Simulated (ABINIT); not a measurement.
Set up this calculation in ABINIT 10.8.3 (patched build), as the native input.

| Item | Value |
| --- | --- |
| Task | single point |
| Functional | PBE |
| Potentials or basis | JTH PAW PBE v2.0 |
| Cutoff | 599 eV |
| k mesh | 11 × 11 × 6 |
| Occupations | fermi-dirac, width 0.05 eV |
| Spin | no spin polarisation |
| Fine-grid cutoff | 1197.3 eV |
| Exchange and correlation inside the PAW spheres | full angular mesh (pawxcdev 0, this build's default; the released program takes 1) |

Zn:

```xyz
2
Lattice="2.6700 0.0000 0.0000 -1.3350 2.3123 0.0000 0.0000 0.0000 4.9660" Properties=species:S:1:pos:R:3 pbc="T T T"
Zn    1.3498    0.7393    3.7192
Zn   -0.0467    1.5727    1.2468
```

The cell isn't the ideal one: atoms moved at random, drawn with an rms of 0.05 Å.

These files were run (other wordings do the same):

run.abi

```
pp_dirpath "./"
pseudos "Zn.GGA_PBE-JTH.xml"

acell 3*1.0 Angstrom
rprim
     2.6700000000     0.0000000000     0.0000000000
    -1.3350000000     2.3122878281     0.0000000000
     0.0000000000     0.0000000000     4.9660000000
ntypat 1
znucl 30
natom 2
typat 1 1
xred
     0.6654170000     0.3197430000     0.7489310000
     0.3225700000     0.6801310000     0.2510750000
chkprim 0
chksymtnons 0
tolsym 1.0e-6

ecut 22.0
pawecutdg 44.0

kptopt 1
ngkpt 11 11 6
nshiftk 1
shiftk 0.0 0.0 0.0

ixc 11

nband 16
occopt 3
tsmear 0.00183747

nstep 100
tolvrs 1.0e-9

iomode 3
prtwf 0
prteig 0
prtebands 0
enunit 1
prtden 1
prtvha 1
prtvclmb 1
prtpot 1
```

Potentials or basis: JTH PAW PBE v2.0.

Command:

```bash
$ abinit run.abi > log 2>&1
```

Results of the run:

```json
{"Pressure": "-1.0 GPa", "Largest force": "0.049 eV/Å", "Band gap on the k mesh": "none (metal or under the smearing width)", "Valence electrons inside the program's atomic spheres": "Zn 10.74 (radii [1.2212] Å)"}
```

Run time: 4 min on 1 thread of Arm Neoverse V1, on a shared host, peak memory 0.29 GiB.
